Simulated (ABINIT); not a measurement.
# CuI (Marshite): a QSGW loop that did not settle

Aim: QSGW for CuI (Marshite), iterated from the one-shot result.

Calculated with ABINIT 10.8.3; PBE and many-body steps on it, plane waves.

The database entry behind the starting cell differs from later determinations by our own check (about 0.15 % long (mineral sample)), so it need not match the best structure at ambient conditions.

In doubt: a PseudoDojo file used here is known to give poor structures and forces, which bears on pressures, cells, forces and phonons.

### 1. The starting structure

It takes space group F-43m (No. 216, cubic). The conventional cell has a = 6.063 Å, b = 6.063 Å, c = 6.063 Å, α = 90.00°, β = 90.00°, γ = 90.00°. Nearest to Cu lie 4 I at 2.63 Å. Nearest to I lie 4 Cu at 2.63 Å. Farther neighbours and most contacts between anions are not listed.

The cell and positions come from the Crystallography Open Database and are kept as given unless a step says otherwise. Spin-orbit coupling is left out unless a step names it.

### 2. Ground state

This step: ABINIT 10.8.3; DFT, PBE, plane waves, norm-conserving pseudopotentials.

The ground-state density comes first.

run.abi reads:

```
acell 3*1.0 Angstrom
rprim 
  0.000000000000 3.031500000000 3.031500000000
  3.031500000000 -0.000000000000 3.031500000000
  3.031500000000 3.031500000000 0.000000000000
ntypat 2
znucl 29 53
natom 2
typat 1 2
xred 
  0.250000000000 0.250000000000 0.250000000000
  0.000000000000 0.000000000000 0.000000000000
pp_dirpath "pseudos"
pseudos "Cu.upf, I.upf"
ecut 42
ngkpt 6 6 6
nshiftk 1
shiftk 0 0 0
kptopt 1
chksymbreak 0
nband 18
occopt 1
tolvrs 1e-10
nstep 60
prtwf 0
optforces 0
optstress 0
indata_prefix "in"
outdata_prefix "out"
tmpdata_prefix "tmp"
```

On the command line:

```console
OMP_NUM_THREADS=1 mpirun -n 8 abinit run.abi > log
```

Numbers of over 12 decimals in the logs are rounded to 6 here.

The program printed:

```text
.Version 10.8.3 of ABINIT. v10.8.2 released Aug 2026.

 Symmetries : space group F-4 3 m (#216); Bravais cF (face-center cubic)
================================================================================
 Values of the parameters that define the memory need of the present run
     intxc =       0    ionmov =       0      iscf =       7    lmnmax =       6
     lnmax =       6     mgfft =      48  mpssoang =       3    mqgrid =    3001
     natom =       2  nloc_mem =       1    nspden =       1   nspinor =       1
[...]
psp_core            :  2.82336320036765E+00
local_psp           : -2.37541212098357E+02
non_local_psp       : -3.17307356821112E+01
total_energy        : -2.02557658027028E+02
total_energy_eV     : -5.51187466965479E+03
band_energy         : -2.21464848611041E+01

== END DATASET(S) ==============================================================
================================================================================

 -outvars: echo values of variables after computation  --------
           etotal     -2.0255765803E+02
            nband          18
             nkpt          16
          spgroup         216
 [... the other variables as echoed above ...]

 Calculation completed.
```

Run time: 12 s. Hardware: 8 MPI ranks of Arm Neoverse V1, shared host; peak memory 0.65 GiB.

This step gave:

```
total energy               : -5511.8747 eV
gap                        : 1.093 eV
k of the valence top       : 0, 0, 0
k of the conduction bottom : 0, 0, 0
least direct gap           : 1.093 eV
```

The gap is direct, at Γ.

### 3. G0W0

The self-energy is evaluated for the states that the input lists, and the levels follow from it, in one-shot runs by the linearised quasiparticle equation.

This step: G0W0 on PBE, plane waves, norm-conserving pseudopotentials.

Edit run.abi of step 2 so:

```diff
@@ -15,3 +15,3 @@
 ecut 42
-ngkpt 6 6 6
+ngkpt 4 4 4
 nshiftk 1
@@ -20,9 +20,18 @@
 chksymbreak 0
-nband 18
+istwfk *1
 occopt 1
-tolvrs 1e-10
-nstep 60
-prtwf 0
-optforces 0
-optstress 0
+irdwfk 1
+optdriver 4
+nband 139
+gwcalctyp 0
+ecutsigx 42
+symsigma 1
+nkptgw 1
+kptgw 
+  0.0000000000 0.0000000000 0.0000000000
+bdgw 
+  11 17
+ecuteps 6
+irdscr 1
+ppmodel 1
 indata_prefix "in"
```

The program printed:

```text
.Version 10.8.3 of ABINIT. v10.8.2 released Aug 2026.

 Symmetries : space group F-4 3 m (#216); Bravais cF (face-center cubic)
[... echo of the input left out ...]
== DATASET  1 ==================================================================
-   mpi_nproc: 8, omp_nthreads: 1 (-1 if OMP is not activated)

--- !DatasetInfo
iteration_state: {dtset: 1, }
dimensions: {natom: 2, nkpt: 8, mband: 139, nsppol: 1, nspinor: 1, nspden: 1, mpw: 4916, }
cutoff_energies: {ecut:  42.0, pawecutdg:  -1.0, }
electrons: {nelect:   2.60000000E+01, charge:   0.00000000E+00, occopt:   1.00000000E+00, tsmear:   1.00000000E-02, }

 SIGMA: Calculation of the GW corrections

 Based on a program developped by R.W. Godby, V. Olevano, G. Onida, and L. Reining.
 Incorporated in ABINIT by V. Olevano, G.-M. Rignanese, and M. Torrent.
.Using double precision arithmetic ; gwpc =  8

[... cell and pseudopotentials left out ...]
--------------------------------------------------------------------------------

 ==== K-mesh for the wavefunctions ====
 Number of points in the irreducible wedge :     8
[... list of points left out ...]
 Together with 24 symmetry operations and time-reversal symmetry
 yields    64 points in the full Brillouin Zone.

 ==== Q-mesh for screening function ====
 Number of points in the irreducible wedge :     8
[... list of points left out ...]
 Together with 24 symmetry operations and time-reversal symmetry
 yields    64 points in the full Brillouin Zone.

 vcoul_init : cutoff-mode = AUXILIARY_FUNCTION
 q-points for optical limit:   1
     1)      0.000010    0.000020    0.000030
 setmesh: FFT mesh size selected  =    48x   48x   48
          total number of points  =       110592

 Number of electrons calculated from density =   26.0000; Expected =   26.0000
 average of density, n =  0.069147
 r_s =    1.5114
 omega_plasma =   25.3655 [eV]

 === KS Band Gaps ===
  >>>> For spin  1
   Minimum direct gap =   1.0930 [eV], located at k-point      :   0.0000  0.0000  0.0000
   Fundamental gap    =   1.0930 [eV], Top of valence bands at :   0.0000  0.0000  0.0000
                                       Bottom of conduction at :   0.0000  0.0000  0.0000
 SIGMA fundamental parameters:
 PLASMON POLE MODEL  1
 number of plane-waves for SigmaX                 4909
 number of plane-waves for SigmaC and W            259
 number of plane-waves for wavefunctions          4909
 number of bands                                   139
 number of independent spin polarizations            1
 number of spinorial components                      1
 number of k-points in IBZ                           8
 number of q-points in IBZ                           8
 number of symmetry operations                      24
 number of k-points in BZ                           64
 number of q-points in BZ                           64
 number of frequencies for dSigma/dE                 9
 frequency step for dSigma/dE [eV]                0.25
 number of omega for Sigma on real axis              0
 max omega for Sigma on real axis  [eV]           0.00
 zcut for avoiding poles [eV]                     0.10

 EPSILON^-1 parameters (SCR file):
 dimension of the eps^-1 matrix on file            259
 dimension of the eps^-1 matrix used               259
 number of plane-waves for wavefunctions          4909
 number of bands                                   139
 number of q-points in IBZ                           8
 number of frequencies                               2
 number of real frequencies                          1
 number of imag frequencies                          1

 matrix elements of self-energy operator (all in [eV])

 Perturbative Calculation

--- !SelfEnergy_ee
iteration_state: {dtset: 1, }
kpoint     : [   0.000,    0.000,    0.000, ]
spin       : 1
KS_gap     :    1.093
QP_gap     :    1.598
Delta_QP_KS:    0.505
data: !SigmaeeData |
     Band     E0 <VxcDFT>   SigX SigC(E0)      Z dSigC/dE  Sig(E)    E-E0       E
       11   3.896 -24.676 -30.022   4.945   0.746  -0.340 -24.975  -0.299   3.597
       12   3.896 -24.676 -30.022   4.945   0.746  -0.340 -24.975  -0.299   3.597
       13   3.896 -24.676 -30.022   4.945   0.746  -0.340 -24.975  -0.299   3.597
       14   4.989  -9.943  -5.712  -3.977   0.811  -0.234  -9.737   0.206   5.195
       15   8.755  -9.970  -5.573  -4.134   0.808  -0.238  -9.758   0.211   8.967
       16   8.755  -9.970  -5.573  -4.134   0.808  -0.238  -9.758   0.211   8.967
       17   8.755  -9.970  -5.573  -4.134   0.808  -0.238  -9.758   0.211   8.967

== END DATASET(S) ==============================================================
================================================================================

 -outvars: echo values of variables after computation  --------
           etotal      0.0000000000E+00
            nband         139
             nkpt           8
          spgroup         216
 [... the other variables as echoed above ...]

 Calculation completed.
```

Run time: 6.3 s. Hardware: 8 MPI ranks; peak memory 1.6 GiB.

### 4. QSGW, cycle 1

This step: QSGW on PBE, plane waves, norm-conserving pseudopotentials.

Edit run.abi of step 3 so:

```diff
@@ -25,10 +25,24 @@
 nband 139
-gwcalctyp 0
+gwcalctyp 28
 ecutsigx 42
-symsigma 1
-nkptgw 1
+symsigma 0
+nkptgw 8
 kptgw 
   0.0000000000 0.0000000000 0.0000000000
+  0.2500000000 0.0000000000 0.0000000000
+  0.5000000000 0.0000000000 0.0000000000
+  0.2500000000 0.2500000000 0.0000000000
+  0.5000000000 0.2500000000 0.0000000000
+  -0.2500000000 0.2500000000 0.0000000000
+  0.5000000000 0.5000000000 0.0000000000
+  -0.2500000000 0.5000000000 0.2500000000
 bdgw 
-  11 17
+  6 23
+  6 23
+  6 23
+  6 23
+  6 23
+  6 23
+  6 23
+  6 23
 ecuteps 6
```

The program printed:

```text
.Version 10.8.3 of ABINIT. v10.8.2 released Aug 2026.

 Symmetries : space group F-4 3 m (#216); Bravais cF (face-center cubic)
[... echo of the input left out ...]
== DATASET  1 ==================================================================
-   mpi_nproc: 8, omp_nthreads: 1 (-1 if OMP is not activated)

--- !DatasetInfo
iteration_state: {dtset: 1, }
dimensions: {natom: 2, nkpt: 8, mband: 139, nsppol: 1, nspinor: 1, nspden: 1, mpw: 4916, }
cutoff_energies: {ecut:  42.0, pawecutdg:  -1.0, }
[...]
.  kptgw no:  3; Maximum DeltaE = (   0.347   0.001) for band index:  1
[...]
.  kptgw no:  7; Maximum DeltaE = (   0.277   0.000) for band index:  1
.  kptgw no:  8; Maximum DeltaE = (   0.444   0.136) for band index:  1

== END DATASET(S) ==============================================================
================================================================================

 -outvars: echo values of variables after computation  --------
           etotal      0.0000000000E+00
            nband         139
             nkpt           8
          spgroup         216
 [... the other variables as echoed above ...]

 Calculation completed.
```

Run time: 4.3 min. Hardware: 8 MPI ranks; peak memory 3.6 GiB; 34 min of CPU time.

### 5. QSGW, cycle 2

The corrected levels of the last cycle go back in.

Edit run.abi of step 4 so:

```diff
@@ -50,2 +50,3 @@
 ppmodel 1
+irdqps 1
 indata_prefix "in"
```

The program printed:

```text
.Version 10.8.3 of ABINIT. v10.8.2 released Aug 2026.

 Symmetries : space group F-4 3 m (#216); Bravais cF (face-center cubic)
[... echo of the input left out ...]
== DATASET  1 ==================================================================
-   mpi_nproc: 8, omp_nthreads: 1 (-1 if OMP is not activated)

--- !DatasetInfo
iteration_state: {dtset: 1, }
dimensions: {natom: 2, nkpt: 8, mband: 139, nsppol: 1, nspinor: 1, nspden: 1, mpw: 4916, }
cutoff_energies: {ecut:  42.0, pawecutdg:  -1.0, }
[...]
.  kptgw no:  3; Maximum DeltaE = (   0.115   0.000) for band index:  5
[...]
.  kptgw no:  7; Maximum DeltaE = (  -0.230   0.001) for band index:  6
.  kptgw no:  8; Maximum DeltaE = (  -0.198  -0.000) for band index:  7

== END DATASET(S) ==============================================================
================================================================================

 -outvars: echo values of variables after computation  --------
           etotal      0.0000000000E+00
            nband         139
             nkpt           8
          spgroup         216
 [... the other variables as echoed above ...]

 Calculation completed.
```

Wall time 4.8 min (8 MPI ranks); peak memory 3.6 GiB; 39 min of CPU time.

### 6. QSGW, cycle 3

run.abi is that of step 5.

The program printed:

```text
.Version 10.8.3 of ABINIT. v10.8.2 released Aug 2026.

 Symmetries : space group F-4 3 m (#216); Bravais cF (face-center cubic)
[... echo of the input left out ...]
== DATASET  1 ==================================================================
-   mpi_nproc: 8, omp_nthreads: 1 (-1 if OMP is not activated)

--- !DatasetInfo
iteration_state: {dtset: 1, }
dimensions: {natom: 2, nkpt: 8, mband: 139, nsppol: 1, nspinor: 1, nspden: 1, mpw: 4916, }
cutoff_energies: {ecut:  42.0, pawecutdg:  -1.0, }
[...]
.  kptgw no:  3; Maximum DeltaE = (   0.176  -0.003) for band index:  5
[...]
.  kptgw no:  7; Maximum DeltaE = (   0.361  -0.002) for band index:  5
.  kptgw no:  8; Maximum DeltaE = (   0.382   0.000) for band index:  7

== END DATASET(S) ==============================================================
================================================================================

 -outvars: echo values of variables after computation  --------
           etotal      0.0000000000E+00
            nband         139
             nkpt           8
          spgroup         216
 [... the other variables as echoed above ...]

 Calculation completed.
```

Elapsed: 4.6 min, on 8 MPI ranks; peak memory 3.6 GiB; 37 min of CPU time.

### 7. QSGW, cycle 4

run.abi is that of step 6.

The program printed:

```text
.Version 10.8.3 of ABINIT. v10.8.2 released Aug 2026.

 Symmetries : space group F-4 3 m (#216); Bravais cF (face-center cubic)
[... echo of the input left out ...]
== DATASET  1 ==================================================================
-   mpi_nproc: 8, omp_nthreads: 1 (-1 if OMP is not activated)

--- !DatasetInfo
iteration_state: {dtset: 1, }
dimensions: {natom: 2, nkpt: 8, mband: 139, nsppol: 1, nspinor: 1, nspden: 1, mpw: 4916, }
cutoff_energies: {ecut:  42.0, pawecutdg:  -1.0, }
[...]
.  kptgw no:  3; Maximum DeltaE = (  -0.241  -0.001) for band index:  5
[...]
.  kptgw no:  7; Maximum DeltaE = (   0.008  -0.002) for band index:  6
.  kptgw no:  8; Maximum DeltaE = (   0.099   0.002) for band index:  7

== END DATASET(S) ==============================================================
================================================================================

 -outvars: echo values of variables after computation  --------
           etotal      0.0000000000E+00
            nband         139
             nkpt           8
          spgroup         216
 [... the other variables as echoed above ...]

 Calculation completed.
```

Run time: 4.5 min. Hardware: 8 MPI ranks; peak memory 3.6 GiB.

### 8. QSGW, cycle 5

run.abi is that of step 7.

The program printed:

```text
.Version 10.8.3 of ABINIT. v10.8.2 released Aug 2026.

 Symmetries : space group F-4 3 m (#216); Bravais cF (face-center cubic)
[... echo of the input left out ...]
== DATASET  1 ==================================================================
-   mpi_nproc: 8, omp_nthreads: 1 (-1 if OMP is not activated)

--- !DatasetInfo
iteration_state: {dtset: 1, }
dimensions: {natom: 2, nkpt: 8, mband: 139, nsppol: 1, nspinor: 1, nspden: 1, mpw: 4916, }
cutoff_energies: {ecut:  42.0, pawecutdg:  -1.0, }
[...]
.  kptgw no:  3; Maximum DeltaE = (   0.176  -0.006) for band index:  4
[...]
.  kptgw no:  7; Maximum DeltaE = (   0.060  -0.002) for band index:  4
.  kptgw no:  8; Maximum DeltaE = (   0.401   0.009) for band index:  6

== END DATASET(S) ==============================================================
================================================================================

 -outvars: echo values of variables after computation  --------
           etotal      0.0000000000E+00
            nband         139
             nkpt           8
          spgroup         216
 [... the other variables as echoed above ...]

 Calculation completed.
```

The job ended after 4.8 min (8 MPI ranks; peak memory 3.6 GiB).

### 9. QSGW, cycle 6

run.abi is that of step 8.

The program printed:

```text
.Version 10.8.3 of ABINIT. v10.8.2 released Aug 2026.

 Symmetries : space group F-4 3 m (#216); Bravais cF (face-center cubic)
[... echo of the input left out ...]
== DATASET  1 ==================================================================
-   mpi_nproc: 8, omp_nthreads: 1 (-1 if OMP is not activated)

--- !DatasetInfo
iteration_state: {dtset: 1, }
dimensions: {natom: 2, nkpt: 8, mband: 139, nsppol: 1, nspinor: 1, nspden: 1, mpw: 4916, }
cutoff_energies: {ecut:  42.0, pawecutdg:  -1.0, }
[...]
.  kptgw no:  3; Maximum DeltaE = (  -0.591   0.003) for band index:  5
[...]
.  kptgw no:  7; Maximum DeltaE = (   0.149   0.002) for band index:  6
.  kptgw no:  8; Maximum DeltaE = (   0.414   0.003) for band index:  7

== END DATASET(S) ==============================================================
================================================================================

 -outvars: echo values of variables after computation  --------
           etotal      0.0000000000E+00
            nband         139
             nkpt           8
          spgroup         216
 [... the other variables as echoed above ...]

 Calculation completed.
```

The job ended after 4.3 min (8 MPI ranks; peak memory 3.6 GiB).

### 10. QSGW, cycle 7

run.abi is that of step 9.

The program printed:

```text
.Version 10.8.3 of ABINIT. v10.8.2 released Aug 2026.

 Symmetries : space group F-4 3 m (#216); Bravais cF (face-center cubic)
[... echo of the input left out ...]
== DATASET  1 ==================================================================
-   mpi_nproc: 8, omp_nthreads: 1 (-1 if OMP is not activated)

--- !DatasetInfo
iteration_state: {dtset: 1, }
dimensions: {natom: 2, nkpt: 8, mband: 139, nsppol: 1, nspinor: 1, nspden: 1, mpw: 4916, }
cutoff_energies: {ecut:  42.0, pawecutdg:  -1.0, }
[...]
.  kptgw no:  3; Maximum DeltaE = (   1.093   0.001) for band index:  3
[...]
.  kptgw no:  7; Maximum DeltaE = (  -0.031  -0.028) for band index:  4
.  kptgw no:  8; Maximum DeltaE = (   1.423  -0.082) for band index:  5

== END DATASET(S) ==============================================================
================================================================================

 -outvars: echo values of variables after computation  --------
           etotal      0.0000000000E+00
            nband         139
             nkpt           8
          spgroup         216
 [... the other variables as echoed above ...]

 Calculation completed.
```

The job ended after 4.3 min (8 MPI ranks; peak memory 3.6 GiB; 35 min of CPU time).

### 11. The gaps

| run | starting gap (eV) | gap (eV) |
| --- | --- | --- |
| G0W0 | 1.093 | 1.598 |
| QSGW, cycle 1 | 1.093 | 1.719 |
| QSGW, cycle 2 | 1.093 | 2.703 |
| QSGW, cycle 3 | 1.093 | 1.613 |
| QSGW, cycle 4 | 1.093 | 2.935 |
| QSGW, cycle 5 | 1.093 | 0.796 |
| QSGW, cycle 6 | 1.093 | 2.718 |
| QSGW, cycle 7 | 1.093 | 0.001 |
| QSGW, cycle 8 | 1.093 | 0.428 |

### 12. Summary of results

```
outcome  : loop not settled, no gap to quote
settings : 4×4×4 mesh, 139 bands, screening to 163.3 eV
```

**Reading.** The loop did not meet its test in 8 cycles; the last steps moved the gap by +1.922, −2.717 and +0.427 eV. None of its gaps is a result. No run here shows the cause. In the updated screening the q = 0 part is built from Kohn-Sham bands under a rigid shift, the other q from the quasiparticle levels. A d shell, filled or nearly so, lies near the gap. One-shot GW converges very slowly in bands there, not always from below, and on a semilocal start the gap tends to come out low; starts rich in exact exchange can overshoot instead. The many-body steps are scalar-relativistic: spin-orbit coupling is not in them.

[Paths, hosts, dates, memory and timing lines, banners, echoed tables and standing remarks are left out of the program output.]

[Logs are printed without paths, hosts, clocks, repeated set-up lines and the standing remarks that a program may print on its own settings, such as how far it seeks lower states.]

[Runs of the session that timed out or met a known fault of the program may be left out.]

[Hosts, paths, dates, database ids (printed as entryN), source tags and the programs' standing remarks are cut or masked in the printed files.]

[G0W0 gaps are taken among the corrected bands and points alone; a level outside them can change the order at an edge.]

[Where Ansatz stands beside ABINIT at settings called matched, ABINIT's density can come from a denser mesh and the files from another edition; pairs whose starting gaps differed by over 0.03 eV were left out, so agreement reads better than it is.]
